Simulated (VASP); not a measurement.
# BAs (F-43m) in VASP: further runs

One crystal, BAs, is run at these levels: HSE06; tasks: single point.

All numbers are computed with VASP 6.6.1; they aren't measurements. Logs are shortened: lines on timing, memory, paths and dates and some standing lists are left out, and cuts for length are marked.

## 1. Starting point

It takes space group F-43m (No. 216, cubic). Conventional cell: a = 4.771 Å, b = 4.771 Å, c = 4.771 Å, α = 90.00°, β = 90.00°, γ = 90.00°. B (site symmetry -43m) has 4 As at 2.07 Å as nearest neighbours. As (site symmetry -43m) has 4 B at 2.07 Å as nearest neighbours.

## 2. Single point, HSE06

POSCAR

```
BAs                                     
1.0
    0.0000000000      2.3853334856      2.3853334856
    2.3853334856      0.0000000000      2.3853334856
    2.3853334856      2.3853334856      0.0000000000
  B               As            
     1     1
Direct
     0.0000000000000000    0.0000000000000000    0.0000000000000000
     0.2500000000000000    0.2500000000000000    0.2500000000000000
```

INCAR.step1

```
SYSTEM = BAs
  ALGO = Normal
  EDIFF = 1E-5
  ENCUT = 520
  GGA = PE
  ISIF = 2
  ISMEAR = 0
  KPAR = 4
  LASPH = .TRUE.
  LREAL = .FALSE.
  LWAVE = .TRUE.
  NELM = 60
  PREC = Accurate
  SIGMA = 0.02
```

INCAR.step2

```
SYSTEM = BAs
  ALGO = Normal
  EDIFF = 1E-7
  ENCUT = 520
  GGA = PE
  HFSCREEN = 0.2
  ISIF = 2
  ISMEAR = 0
  ISTART = 1
  KPAR = 4
  LASPH = .TRUE.
  LCHARG = .FALSE.
  LHFCALC = .TRUE.
  LREAL = .FALSE.
  LWAVE = .FALSE.
  NELM = 60
  PREC = Accurate
  PRECFOCK = Fast
  SIGMA = 0.02
```

KPOINTS

```
k-points
0
G
  6 6 6
  0 0 0
```

Potentials or basis: VASP PAW PBE potentials, release 64 (B, As).

On the command line:

```sh
cat potpaw_PBE.64/B/POTCAR potpaw_PBE.64/As/POTCAR > POTCAR
cp INCAR.step1 INCAR
mpirun -np 4 vasp_std > vasp.out
cp INCAR.step2 INCAR
mpirun -np 4 vasp_std > vasp.out
```

OUTCAR:

```text
SYSTEM = BAs
   EDIFF = 1E-7
   ENCUT = 520
   GGA = PE
   HFSCREEN = 0.2
   ISIF = 2
   ISMEAR = 0
   ISTART = 1
   LASPH = .TRUE.
   LHFCALC = .TRUE.
   LREAL = .FALSE.
   NELM = 60
   PREC = Accurate
   PRECFOCK = Fast

 ion  position               nearest neighbor table
   1  0.000  0.000  0.000-   2 2.07   2 2.07   2 2.07   2 2.07
   2  0.250  0.250  0.250-   1 2.07   1 2.07   1 2.07   1 2.07

  LATTYP: Found a face centered cubic cell.
 ALAT       =     4.7706669712

  Lattice vectors:

 A1 = (   0.0000000000,   2.3853334856,   2.3853334856)
 A2 = (   2.3853334856,   0.0000000000,   2.3853334856)
 A3 = (   2.3853334856,   2.3853334856,   0.0000000000)

Analysis of symmetry for initial positions (statically):
=====================================================================
 Subroutine PRICEL returns:
 Original cell was already a primitive cell.

 Routine SETGRP: Setting up the symmetry group for a
 face centered cubic supercell.

 Subroutine GETGRP returns: Found 24 space group operations
 (whereof 24 operations were pure point group operations)
 out of a pool of 48 trial point group operations.

The static configuration has the point symmetry T_d .

Analysis of symmetry for dynamics (positions and initial velocities):
=====================================================================
 Subroutine PRICEL returns:
 Original cell was already a primitive cell.

 Routine SETGRP: Setting up the symmetry group for a
 face centered cubic supercell.

 Subroutine GETGRP returns: Found 24 space group operations
 (whereof 24 operations were pure point group operations)
 out of a pool of 48 trial point group operations.

The dynamic configuration has the point symmetry T_d .

 Subroutine INISYM returns: Found 24 space group operations
 (whereof 24 operations are pure point group operations),
 and found     1 'primitive' translations

----------------------------------------------------------------------------------------

                                     Primitive cell

  volume of cell :      27.1442

  direct lattice vectors                    reciprocal lattice vectors
     0.000000000  2.385333486  2.385333486    -0.209614296  0.209614296  0.209614296
     2.385333486  0.000000000  2.385333486     0.209614296 -0.209614296  0.209614296
     2.385333486  2.385333486  0.000000000     0.209614296  0.209614296 -0.209614296

  length of vectors
     3.373370966  3.373370966  3.373370966     0.363062611  0.363062611  0.363062611

  position of ions in fractional coordinates (direct lattice)
     0.000000000  0.000000000  0.000000000
     0.250000000  0.250000000  0.250000000

  ion indices of the primitive-cell ions
   primitive index   ion index
                 1           1
                 2           2

----------------------------------------------------------------------------------------

 KPOINTS: k-points

Automatic generation of k-mesh.
 Grid dimensions read from file:
 generate k-points for:    6    6    6

 Generating k-lattice:

  Cartesian coordinates                     Fractional coordinates (reciprocal lattice)
    -0.034935716  0.034935716  0.034935716     0.166666667  0.000000000  0.000000000
     0.034935716 -0.034935716  0.034935716     0.000000000  0.166666667  0.000000000
     0.034935716  0.034935716 -0.034935716     0.000000000  0.000000000  0.166666667

  Length of vectors
     0.060510435  0.060510435  0.060510435

  Shift w.r.t. Gamma in fractional coordinates (k-lattice)
     0.000000000  0.000000000  0.000000000

 Subroutine IBZKPT returns following result:
 ===========================================

 Found     16 irreducible k-points:

 Following reciprocal coordinates:
            Coordinates               Weight
  0.000000  0.000000  0.000000      1.000000
  0.166667  0.000000  0.000000      8.000000
  0.333333  0.000000  0.000000      8.000000
  0.500000  0.000000  0.000000      4.000000
  0.166667  0.166667  0.000000      6.000000
  0.333333  0.166667  0.000000     24.000000
[... 8 lines left out ...]
 -0.333333  0.333333  0.166667     24.000000
 -0.333333  0.500000  0.166667     12.000000
   k-points           NKPTS =     16   k-points in BZ     NKDIM =    216   number of bands    NBANDS=      8
   number of dos      NEDOS =    301   number of ions     NIONS =      2
   total plane-waves  NPLWV =  21952
   dimension x,y,z NGX =    28 NGY =   28 NGZ =   28
   dimension x,y,z NGXF=    56 NGYF=   56 NGZF=   56
   ions per type =               1   1
   NGX,Y,Z   is equivalent  to a cutoff of  13.80, 13.80, 13.80 a.u.
   NGXF,Y,Z  is equivalent  to a cutoff of  27.60, 27.60, 27.60 a.u.
 SYSTEM =  BAs
   PREC   = accura    normal or accurate (medium, high low for compatibility)
   ISTART =      1    job   : 0-new  1-cont  2-samecut
   ICHARG =      0    charge: 1-file 2-atom 10-const
   ISPIN  =      1    spin polarized calculation?
   LNONCOLLINEAR =      F non collinear calculations
   LSORBIT =      F    spin-orbit coupling
   LASPH  =      T    aspherical Exc in radial PAW
   ENCUT  =  520.0 eV  38.22 Ry    6.18 a.u.   6.27  6.27  6.27*2*pi/ulx,y,z
   NELM   =     60;   NELMIN=  2; NELMDL=  0     # of ELM steps
   EDIFF  = 0.1E-06   stopping-criterion for ELM
   LREAL  =      F    real-space projection
   EDIFFG = 0.1E-05   stopping-criterion for IOM
   NSW    =      0    number of steps for IOM
   IBRION =     -1    ionic relax: 0-MD 1-quasi-New 2-CG
   NFREE  =      0    steps in history (QN), initial steepest desc. (CG)
   ISIF   =      2    stress and relaxation
   ISYM   =      3    0-nonsym 1-usesym 2-fastsym
   POTIM  = 0.5000    time-step for ionic-motion
   TEBEG  =    0.0;   TEEND  =   0.0 temperature during run
   PSTRESS=    0.0 pullay stress
   NELECT =       8.0000    total number of electrons
   NUPDOWN=      -1.0000    fix difference up-down
   EMIN   =  10.00;   EMAX   =-10.00  energy-range for DOS
   EFERMI =   0.00;   METHOD = LEGACY
   ISMEAR =     0;   SIGMA  =   0.02  broadening in eV -4-tet -1-fermi 0-gaus
   EFERMI_NEDOS =   21; number of points for ismear=-14 and -15
   IALGO  =     38    algorithm
   IMIX   =      1    mixing-type and parameters
     AMIX     =   0.40;   BMIX     =  1.00
     AMIX_MAG =   1.60;   BMIX_MAG =  1.00
  volume/ion in A,a.u.               =      13.57        91.59
  Fermi-wavevector in a.u.,A,eV,Ry     =   1.089463  2.058786 16.149151  1.186929
  Thomas-Fermi vector in A             =   2.225667
   LORBIT       =      0    0 simple, 1 ext, 2 COOP (PROOUT), +10 PAW based schemes
   GGA     = PE    functional components
   LHFCALC =     T    Hartree Fock is set to
   PRECFOCK=fast      Normal, Fast or Accurate (Low or Medium for compatibility)
   ENCUT4O =  -1.0   cutoff for four orbital integrals eV
   NKREDX  =     1    reduce k-point grid by
   NKREDY  =     1    reduce k-point grid by
   NKREDZ  =     1    reduce k-point grid by
   AEXX    =    0.2500 exact exchange contribution
   HFSCREEN=    0.2000 screening length (either q_TF or 0.3 A-1)
   HFSCREENC=   0.2000 screening length for correlation (either q_TF or 0.3 A-1)
   ENCUTFOCK=  -1.0 apply spherical cutoff to Coloumb kernel
   IVDW    =     0    specifies the selected vdW correction
   LEPSILON=     F    determine dielectric tensor
   LRPA    =     F    only Hartree local field effects (RPA)
 non-spin polarized calculation
 Gauss-broadening in eV      SIGMA  =   0.02
  energy-cutoff  :      520.00
  volume of cell :       27.14
 maximum number of plane-waves:       751
 NGX is ok and might be reduce to    28
  NGX = 16; NGY = 16; NGZ = 16

 number of electron       8.0000000 magnetization

 Free energy of the ion-electron system (eV)
  ---------------------------------------------------
  ext. energy  EPLUGINS =         0.00000000
  ---------------------------------------------------
  free energy    TOTEN  =       -13.27510916 eV

  energy without entropy =      -13.27510916  energy(sigma->0) =      -13.27510916

 E-fermi :   5.8693     XC(G=0):  -8.7605

 val. band max:        5.7495038468   @ k =   0.0000   0.0000   0.0000
 cond. band min:       7.7094312652   @ k =   0.3333   0.3333   0.0000
 fundamental gap:      1.9599274184
 Fermi energy:         5.8692521245

 k-point     1 :       0.0000    0.0000    0.0000
  band No.  band energies     occupation
      1     -11.2509      2.00000
      2       5.7495      2.00000
      3       5.7495      2.00000
      4       5.7495      2.00000
      5       9.8862      0.00000
      6       9.8862      0.00000
      7       9.8862      0.00000
      8      11.7013      0.00000

 k-point     2 :       0.1667    0.0000    0.0000
  band No.  band energies     occupation
      1     -10.7493      2.00000
      2       2.5499      2.00000
      3       5.0224      2.00000
      4       5.0224      2.00000
      5       9.9841      0.00000
      6      10.8398      0.00000
      7      10.8398      0.00000
      8      13.6721      0.00000

 k-point     3 :       0.3333    0.0000    0.0000
  band No.  band energies     occupation
      1      -9.3414      2.00000
      2      -1.6779      2.00000
      3       4.0965      2.00000
      4       4.0965      2.00000
      5       9.5350      0.00000
      6      11.5412      0.00000
      7      11.5412      0.00000
      8      15.7264      0.00000

 k-point     4 :       0.5000    0.0000    0.0000
  band No.  band energies     occupation
      1      -8.0434      2.00000
      2      -3.9853      2.00000
      3       3.7525      2.00000
      4       3.7525      2.00000
      5       9.3554      0.00000
      6      11.4683      0.00000
      7      11.4683      0.00000
      8      15.7956      0.00000

 k-point     5 :       0.1667    0.1667    0.0000
  band No.  band energies     occupation
      1     -10.5801      2.00000
      2       3.2900      2.00000
      3       3.9041      2.00000
      4       3.9041      2.00000
      5       8.7725      0.00000
      6      12.4314      0.00000
      7      12.4314      0.00000
      8      12.5503      0.00000

 k-point     6 :       0.3333    0.1667    0.0000
  band No.  band energies     occupation
      1      -9.4556      2.00000
      2      -0.2665      2.00000
      3       2.9058      2.00000
      4       3.0057      2.00000
      5       9.2857      0.00000
      6      12.1596      0.00000
      7      13.1861      0.00000
      8      13.6126      0.00000

 k-point     7 :       0.5000    0.1667    0.0000
  band No.  band energies     occupation
      1      -7.8555      2.00000
      2      -3.3393      2.00000
      3       1.7657      2.00000
      4       2.9140      2.00000
      5       9.6307      0.00000
      6      12.3722      0.00000
      7      13.1959      0.00000
      8      15.2555      0.00000
[... 45 lines left out ...]
 k-point    12 :      -0.3333    0.3333    0.0000
  band No.  band energies     occupation
      1      -6.9653      2.00000
      2      -3.0003      2.00000
      3      -0.9040      2.00000
      4       2.4025      2.00000
      5       9.0086      0.00000
      6      14.3038      0.00000
      7      15.1849      0.00000
      8      16.3201      0.00000

 k-point    13 :       0.5000    0.5000    0.0000
  band No.  band energies     occupation
      1      -6.5302      2.00000
      2      -3.7638      2.00000
      3       1.2661      2.00000
      4       1.2661      2.00000
      5       7.8396      0.00000
      6       7.9109      0.00000
      7      18.7537      0.00000
      8      18.7537      0.00000

 k-point    14 :       0.5000    0.3333    0.1667
  band No.  band energies     occupation
      1      -8.1300      2.00000
      2      -1.7191      2.00000
      3       0.4233      2.00000
      4       2.2473      2.00000
      5      10.4249      0.00000
      6      11.9241      0.00000
      7      12.6636      0.00000
      8      16.1501      0.00000

 k-point    15 :      -0.3333    0.3333    0.1667
  band No.  band energies     occupation
      1      -6.9557      2.00000
      2      -3.1981      2.00000
      3      -0.1796      2.00000
      4       1.5342      2.00000
      5      11.0059      0.00000
      6      11.9778      0.00000
      7      14.5165      0.00000
      8      15.8619      0.00000

 k-point    16 :      -0.3333    0.5000    0.1667
  band No.  band energies     occupation
      1      -6.3932      2.00000
      2      -3.4153      2.00000
      3       0.1149      2.00000
      4       0.3272      2.00000
      5      10.3626      0.00000
      6      10.6576      0.00000
      7      15.6976      0.00000
      8      15.9406      0.00000

------------------------ aborting loop because EDIFF is reached ----------------------------------------

  FORCE on cell =-STRESS in cart. coord.  units (eV):
  Direction    XX          YY          ZZ          XY          YZ          ZX
  --------------------------------------------------------------------------------------
  -------------------------------------------------------------------------------------
  Total       -0.0003508     -0.0003508     -0.0003508      0.0000000      0.0000000     -0.0000000
  in kB       -0.0207073     -0.0207073     -0.0207073      0.0000000      0.0000000     -0.0000000
  external PRESSURE =      -0.0207073 kB  Pullay stress =       0.0000000 kB

 VOLUME and BASIS-vectors are now :
 -----------------------------------------------------------------------------
  energy-cutoff  :      520.00
  volume of cell :       27.14
      direct lattice vectors                 reciprocal lattice vectors
     0.000000000  2.385333486  2.385333486    -0.209614296  0.209614296  0.209614296
     2.385333486  0.000000000  2.385333486     0.209614296 -0.209614296  0.209614296
     2.385333486  2.385333486  0.000000000     0.209614296  0.209614296 -0.209614296

 POSITION                                       TOTAL-FORCE (eV/Angst)
 -----------------------------------------------------------------------------------
      0.00000      0.00000      0.00000         0.000000      0.000000     -0.000000
      1.19267      1.19267      1.19267        -0.000000     -0.000000      0.000000
 -----------------------------------------------------------------------------------
    total drift:                               -0.000000     -0.000000     -0.000000

  FREE ENERGIE OF THE ION-ELECTRON SYSTEM (eV)
  ---------------------------------------------------
  free  energy   TOTEN  =       -13.2751091568 eV

  energy  without entropy=      -13.2751091568  energy(sigma->0) =      -13.27510916
```

Wall time 1.8 min (4 MPI ranks of AMD EPYC 7R13 (Zen 3), shared host); peak memory 0.21 GiB.

What came out:

```yaml
Free_energy: -13.2751 eV
Pressure: 0.0 GPa
Band_gap_on_the_k_mesh: 1.96 eV, indirect (least direct gap 4.14 eV)
```

Levels at points of the mesh, in eV from the valence-band top:
```csv
k point,band 1,band 2,band 3,band 4,band 5,band 6,band 7,band 8
"(0.00, 0.00, 0.00)",-17.00,0.00,0.00,0.00,4.14,4.14,4.14,5.95
"(0.50, 0.00, 0.00)",-13.79,-9.73,-2.00,-2.00,3.61,5.72,5.72,10.05
"(0.50, 0.50, 0.00)",-12.28,-9.51,-4.48,-4.48,2.09,2.16,13.00,13.00
```

Caveat: the PAW data sets were made with another functional, which shifts forces and pressure a little. A k mesh can miss the band edges.

[end of part 1 of 2]
